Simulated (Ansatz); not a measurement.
Crystal: SiO2.

```
Si O
1.0
     4.97559    0.00000    0.00000
     0.00000    4.97559    0.00000
     0.00000    0.00000    6.90089
Si O
4 8
Cartesian
  3.9966 3.9966 3.4504
  3.4668 1.5088 1.7252
  1.5088 3.4668 5.1757
  0.9790 0.9790 0.0000
  3.7902 0.5492 2.9815
  4.4263 1.1854 0.4690
  0.5492 3.7902 3.9194
  1.3024 1.9386 5.6446
  1.1854 4.4263 6.4319
  3.6732 3.0370 2.1942
  1.9386 1.3024 1.2562
  3.0370 3.6732 4.7067
```

The cell comes from a database or a generator and needn't be the stable form of this composition.

| Item | Value |
| --- | --- |
| Program | Ansatz 0.2.0 |
| Task | relaxation of cell and atoms |
| Functional | BLYP |
| Potentials or basis | Ansatz PAW |
| Cutoff | 420 eV (not typed: the program's choice for these potentials) |
| k mesh | 6 × 6 × 4 |
| Occupations | fermi-dirac, width 0.05 eV |
| Spin | no spin polarisation |

At the start: volume 14.24 Å³/atom.

Problem. How do energy, volume and symmetry change on relaxing?

Solution. It ends after 13 steps and the volume is 16.05 Å³/atom (+12.8 %); space group P4_32_12 (No. 96, to 0.05 Å).

The path:
```tsv
step	energy change (eV)	largest force (eV/Å)	volume (Å³)
1	0.0000	0.2762	170.84
2	-0.0751	0.0942	175.01
3	-0.0940	0.0934	180.49
4	-0.0922	0.0364	184.45
5	-0.0918	0.0018	184.68
6	-0.1754	0.0022	184.68
7	-0.1722	0.0098	188.50
8	-0.1656	0.0601	190.53
9	-0.1625	0.0013	191.32
10	-0.1924	0.0013	191.32
11	-0.1887	0.0028	192.42
12	-0.1879	0.0053	192.63
13	-0.1929	0.0053	192.63
```

Final structure:
```
CELL_PARAMETERS angstrom
5.15973 0.00000 0.00000
0.00000 5.15973 0.00000
0.00000 0.00000 7.23543
ATOMIC_POSITIONS crystal
Si 0.78534 0.78534 0.50000
Si 0.71466 0.28534 0.25000
Si 0.28534 0.71466 0.75000
Si 0.21466 0.21466 0.00000
O 0.75583 0.07550 0.41498
O 0.92450 0.24417 0.08502
O 0.07550 0.75583 0.58502
O 0.25583 0.42450 0.83502
O 0.24417 0.92450 0.91498
O 0.74417 0.57550 0.33502
O 0.42450 0.25583 0.16498
O 0.57550 0.74417 0.66498
```

Caveat: the plane-wave basis is chosen anew once the cell has moved, so the energies of steps on either side of that aren't comparable; the pressure holds a Pulay correction of +0.6 GPa for the finite cutoff; the PAW data sets come from PBE, with cores solved anew for the run's functional, which leaves a small shift of forces and pressure.
